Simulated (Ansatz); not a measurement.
## A series in volume per atom on Re

Equation of state of a cubic crystal from periodic Kohn-Sham density functional theory without spin; pressure corrected for the finite basis. The results are calculated, by Ansatz 0.2.0 development build.

Cell of the first row (space group Fm-3m, No. 225):
```
cell vectors (Å)
   0.0000     1.9045     1.9045
   1.9045     0.0000     1.9045
   1.9045     1.9045     0.0000
atoms (fractions of the cell vectors)
Re  0.00000  0.00000  0.00000
```

Settings of every row: formula Re; structure type fcc; functional r2SCAN; spin treatment none; k mesh 15x15x15; occupation method fermi-dirac; occupation width 0.1 eV; wave cutoff 700 eV; datasets hard PAW; density cutoff ratio 4; xc grid level 2.

Limits: a cubic model structure, not a phase known at ambient conditions; pseudopotentials made with PBE, not this functional; the SCF threshold is loose for a stress in some rows; no spin-orbit coupling, which can matter with elements this heavy.

| row | volume per atom (Å³) | pressure (GPa) | energy above lowest point (meV/atom) |
| --- | --- | --- | --- |
| 1 | 13.817 | 29.441 | 81.67 |
| 2 | 14.267 | 14.141 | 20.99 |
| 3 | 14.718 | 1.141 | 0 |
| 4 | 15.168 | ? | ? |
| 5 | 15.619 | -19.229 | 54.03 |

Question: what pressure and energy above lowest point should row 4 give?

Worked fit of pressure. Take u = (V_r/V)^(2/3) − 1 with V_r = 14.492 Å³ an atom, which is twice the finite (Eulerian) strain; such expansions in the strain, on which the Birch-Murnaghan equation of state is built, carry the rest volume and the bulk modulus. The shown rows have u = 0.03231, 0.01049, -0.01026, -0.0487. Least squares give pressure = 7.3909 + 628.095 × u + 1674.61 × u² GPa; a straight line predicts inner rows, each left out in turn, worse (root mean square 1.7 against 0.046 GPa). The rows lie off it by 0.008, -0.023, 0.018, -0.003 (root mean square 0.015 GPa). The pressure vanishes at u = -0.0122, or V = 14.76 Å³ an atom, and there the bulk modulus at fixed shape and fractions is B = −V dP/dV = (2/3)(1 + u) dP/du = 387 GPa. The withheld row has u = -0.02994, so the fit gives 7.3909 + 628.095 × (-0.02994) + 1674.61 × (-0.02994)² = -9.913 GPa.

The calculation gave -9.89 GPa. The fit lies 0.023 GPa (0.047 % of the column's range) below it; its largest miss of a shown row is 0.023 GPa.

Worked fit of energy above lowest point. Take u = (V_r/V)^(2/3) − 1 with V_r = 14.492 Å³ an atom, which is twice the finite (Eulerian) strain; such expansions in the strain, on which the Birch-Murnaghan equation of state is built, carry the rest volume and the bulk modulus. The shown rows have u = 0.03231, 0.01049, -0.01026, -0.0487. Least squares give energy above lowest point = 5.969 + 1013.82 × u + 41090.5 × u² meV/atom; a straight line predicts inner rows, each left out in turn, worse (root mean square 42 against 0.27 meV/atom). The rows lie off it by 0.05, -0.14, 0.11, -0.02 (root mean square 0.093 meV/atom). Its lowest point lies at u = -0.0123, or V = 14.76 Å³ an atom, and the curvature there gives the bulk modulus at fixed shape and fractions, B = (4/9)(1 + u)² E″(u)/V = 387 GPa. The withheld row has u = -0.02994, so the fit gives 5.969 + 1013.82 × (-0.02994) + 41090.5 × (-0.02994)² = 12.45 meV/atom.

The calculation gave 12.72 meV/atom. The fit lies 0.27 meV/atom (2.1 % of the value, 0.33 % of the column's range) below it; its largest miss of a shown row is 0.14 meV/atom.
